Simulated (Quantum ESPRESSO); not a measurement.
V:

```
V
1.0
    -1.51435    1.51435    1.51435
     1.51435   -1.51435    1.51435
     1.51435    1.51435   -1.51435
V
1
Direct
  0.00000 0.00000 0.00000
```

```yaml
Program: Quantum ESPRESSO 7.5
Task: phonon dispersion
Functional: PBEsol
Potentials_or_basis: GBRV 1.5 PBEsol
Cutoff: 612 eV
Density_cutoff: 4898 eV
k_mesh: 12 × 12 × 12
Occupations: cold, width 0.2 eV
Spin: collinear spin, ferromagnetic start
Starting_moments: "[2.0] μB"
Mixing_beta: 0.3
Most_SCF_iterations: 120
SCF_threshold: 2e-10 Ry
q_mesh: 2 × 2 × 2
```

The cell and the atoms were relaxed first, to 12.91 Å³/atom (a = 2.560 Å, b = 2.560 Å, c = 2.560 Å, α = 109.47°, β = 109.47°, γ = 109.47°), and the response was taken there.

**Question.** What are the zero-point energy, and the vibrational entropy and heat capacity at 298.15 K?

**Answer.** Zero-point energy 36.1 meV/atom; entropy 3.38 k_B/atom (28.1 J/(K·mol of atoms)); Cv 2.78 k_B/atom, 93 % of the classical limit. These are harmonic values without the electrons' part.

Phonon frequencies at the corners of the path (cm⁻¹, interpolated; i marks imaginary ones):
```
point  frequencies
    Γ        0 0 0
    H  260 260 260
    N  183 193 229
    P  211 211 211
```

Harmonic thermodynamics per atom at this volume (zero-point energy 36.1 meV, Debye temperature from the second moment 368 K):
```csv
T (K),free energy (meV),entropy (k_B),heat capacity Cv (k_B)
50,36.0,0.13,0.43
100,34.1,0.82,1.63
200,20.3,2.31,2.54
298.15,-4.0,3.38,2.78
500,-76.7,4.86,2.92
800,-221.6,6.25,2.97
```

Phonon states per cell in windows of 20 cm⁻¹ (negative: imaginary):
| from (cm⁻¹) | total |
| --- | --- |
| 0 | 0.00 |
| 20 | 0.00 |
| 40 | 0.01 |
| 60 | 0.03 |
| 80 | 0.04 |
| 100 | 0.07 |
| 120 | 0.11 |
| 140 | 0.18 |
| 160 | 0.31 |
| 180 | 0.65 |
| 200 | 0.84 |
| 220 | 0.55 |
| 240 | 0.20 |

A q mesh this small can miss soft modes between its points.

Caveat: the q mesh is small, so phonon branches between its points and thermal values are rough.
